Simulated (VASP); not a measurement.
## A VASP 6.6.1 relaxation on BaS

INCAR

```
EDIFFG = -5E-3
PREC = Accurate
NBANDS = 15
ENCUT = 600
PSTRESS = 500
NELM = 120
NSW = 40
LASPH = .TRUE.
ISMEAR = -1
SIGMA = 0.02
GGA = CA
EDIFF = 1E-7
ISIF = 3
IBRION = 2
LREAL = .FALSE.
LCHARG = .FALSE.
LWAVE = .FALSE.
```

KPOINTS

```
KPOINTS created by Atomic Simulation Environment
0
Gamma
6 6 6
0 0 0
```

POSCAR

```
Ba S
 1.0000000000000000
     0.0000000000000000    3.5194117709000001    3.5194117709000001
     3.5194117709000001    0.0000000000000000    3.5194117709000001
     3.5194117709000001    3.5194117709000001    0.0000000000000000
 Ba  S
   1   1
Cartesian
  0.0000000000000000  0.0000000000000000  0.0000000000000000
  1.7597058854500001  1.7597058854500001  1.7597058854500001
```

The recommended LDA PAW datasets give the neutral cell 16 valence electrons.

Command

```
mpirun -np 1 vasp_std
```

OSZICAR

```
N       E                     dE             d eps       ncg     rms          rms(c)
DAV:   1     0.949346899771E+02    0.94935E+02   -0.69808E+03   480   0.100E+03
DAV:   2    -0.382339536862E+01   -0.98758E+02   -0.89617E+02   651   0.167E+02
DAV:   3    -0.113029405563E+02   -0.74795E+01   -0.74046E+01   677   0.507E+01
DAV:   4    -0.115575670371E+02   -0.25463E+00   -0.25456E+00   676   0.879E+00
DAV:   5    -0.115587519300E+02   -0.11849E-02   -0.11849E-02   684   0.655E-01    0.509E+00
DAV:   6    -0.105958226047E+02    0.96293E+00   -0.13466E+00   550   0.617E+00    0.350E+00
DAV:   7    -0.105246195930E+02    0.71203E-01   -0.29663E-01   572   0.257E+00    0.225E+00
DAV:   8    -0.105106917962E+02    0.13928E-01   -0.41766E-02   592   0.113E+00    0.359E-01
DAV:   9    -0.105093169916E+02    0.13748E-02   -0.78915E-03   634   0.530E-01    0.331E-01
DAV:  10    -0.105104359539E+02   -0.11190E-02   -0.51774E-04   529   0.137E-01    0.497E-02
DAV:  11    -0.105104961715E+02   -0.60218E-04   -0.29038E-04   557   0.861E-02    0.426E-02
DAV:  12    -0.105105075737E+02   -0.11402E-04   -0.71269E-05   620   0.388E-02    0.255E-02
DAV:  13    -0.105105035715E+02    0.40023E-05   -0.12478E-05   627   0.179E-02    0.926E-03
DAV:  14    -0.105105037291E+02   -0.15766E-06   -0.65793E-07   592   0.509E-03    0.121E-03
DAV:  15    -0.105105036814E+02    0.47719E-07   -0.13201E-07   539   0.198E-03
   1 F= 0.16697687E+02 E0= 0.16697687E+02  d E =0.166977E+02
```

Standard output (part)

```
POSCAR found type information on POSCAR BaS
 POSCAR found :  2 types and       2 ions
 LDA part: xc-table for (Slater(with rela. corr.)+CA(PZ))
 , standard interpolation
 POSCAR, INCAR and KPOINTS ok, starting setup
 WAVECAR not read
 entering main loop
 curvature:   0.00 expect dE= 0.000E+00 dE for cont linesearch  0.000E+00
 search vector abs. value=  0.571E+02
 bond charge predicted
|     EEEEEEE  RRRRRR   RRRRRR   OOOOOOO  RRRRRR      ###     ###     ###     |
|     E        R     R  R     R  O     O  R     R     ###     ###     ###     |
|     E        R     R  R     R  O     O  R     R     ###     ###     ###     |
|     EEEEE    RRRRRR   RRRRRR   O     O  RRRRRR       #       #       #      |
|     E        R    R   R    R   O     O  R    R      ###     ###     ###     |
|     EEEEEEE  R     R  R     R  OOOOOOO  R     R     ###     ###     ###     |
|     Orbital orthonormalization failed in the inversion of matrix            |
|     LAPACK: Routine ZPOTRF failed! kpoint: 13 spin: 1                       |
|     Possible solutions for this issue are:                                  |
|     - Please check whether the atoms are too close to each other.           |
|     - Decreasing POTIM might help during relaxations or MDs.                |
|     - Deleting CHGCAR or WAVECAR if incompatible with the structure.        |
|     - Try calculating without symmetrizing (ISYM = 0 or ISYM = -1).         |
...
```

VASP stopped with an error.

The run took about 10 s on one core of a shared host (Intel Xeon 6975P-C) and held 0.19 GiB at most.
